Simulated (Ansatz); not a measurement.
## Lu (R-3m) under compression and expansion

The reference geometry is a structure from the Materials Project; nothing is relaxed.

Settings: PBE, 10×10×10 k mesh, Fermi–Dirac smearing of 0.05 eV. PAW means Ansatz 0.2.0 on its default frozen-core files; LAPW is all-electron LAPW in Ansatz 0.2.0. Site moments are integrated in spheres about the atoms, whose radii differ between the methods.

The reference run was typed so:

```yaml
crystal:
  lattice:
    - [1.7407333994, 1.0050128967, 8.4851473122]
    - [-1.7407333994, 1.0050128967, 8.4851473122]
    - [0.0, -2.0100257934, 8.4851473122]
  atoms:
    - { symbol: Lu, position: [0.0, 0.0, 0.0], spin: 1.0 }
    - { symbol: Lu, position: [0.77830861, 0.77830861, 0.77830861], spin: 1.0 }
    - { symbol: Lu, position: [0.22169139, 0.22169139, 0.22169139], spin: 1.0 }
magnetization:
  spin_polarized: true
kpoints:
  mp_grid: { grid: [10, 10, 10] }
scf:
  occupations: { method: fermi_dirac, width: 0.05 }
  lower_state_search: "off"
hamiltonian:
  xc: pbe
  pseudopotentials: { kind: paw }
output:
  forces: true
  stress: true
  eigenvalues: true
  populations: true
  write_density: true
  write_potential: true
  elf: true
  volumetric_format: npy
```

Command: `ansatz run input.yaml --threads 2 --pin off --max-ram 6144MiB --backend cpu --events-out ev --progress --plain --runs-dir out`

The input for «volume scaled by 0.8» by LAPW differs from it in these lines, output keys apart:

```diff
-    - [1.7407333994, 1.0050128967, 8.4851473122]
-    - [-1.7407333994, 1.0050128967, 8.4851473122]
-    - [0.0, -2.0100257934, 8.4851473122]
+    - [1.6159537418, 0.9329713278, 7.8769130032]
+    - [-1.6159537418, 0.9329713278, 7.8769130032]
+    - [0.0, -1.8659426556, 7.8769130032]
-  pseudopotentials: { kind: paw }
+  pseudopotentials: { kind: all_electron, lapw: { basis_error: 0.001 } }
```

The cell shown is scaled evenly to other volumes, and every spin-polarised run starts from the same moments.

```csv
V/V₀,Å³/atom,M PAW (μB/cell),M LAPW (μB/cell),"largest site moment, PAW (μB)",P PAW (GPa),P LAPW (GPa),"F − F(unpolarised), PAW (meV/atom)"
0.72,21.38,0.00,–,0.00,22.3,–,0
0.8,23.75,0.00,0.00,0.00,12.2,12.2,0
0.85,25.24,0.00,0.00,0.00,7.6,7.6,0
0.9,26.72,0.00,–,0.00,4.0,–,0
0.95,28.20,0.00,–,0.00,1.2,–,0
1,29.69,0.00,0.00,0.00,-1.0,-1.0,0
1.05,31.17,0.34,–,0.08,-2.8,–,0
1.1,32.66,0.63,0.63,0.14,-4.2,-4.2,-1
1.18,35.03,0.76,–,0.16,-6.1,–,-1
```

The moments are gone at V/V₀ = 1.0 (-1 GPa) and below, and present from 1.05 (-3 GPa) upwards, where the largest is 0.08 μB at first.

Under strong compression frozen cores are worth checking against an all-electron run. The Ansatz runs typed with the search for lower states off end where their start leads. Spin–orbit coupling is left out although heavy atoms are present. The magnetic state is the one that this cell and start allow. It needn't be the compound's measured order, which may need a larger cell or be absent.
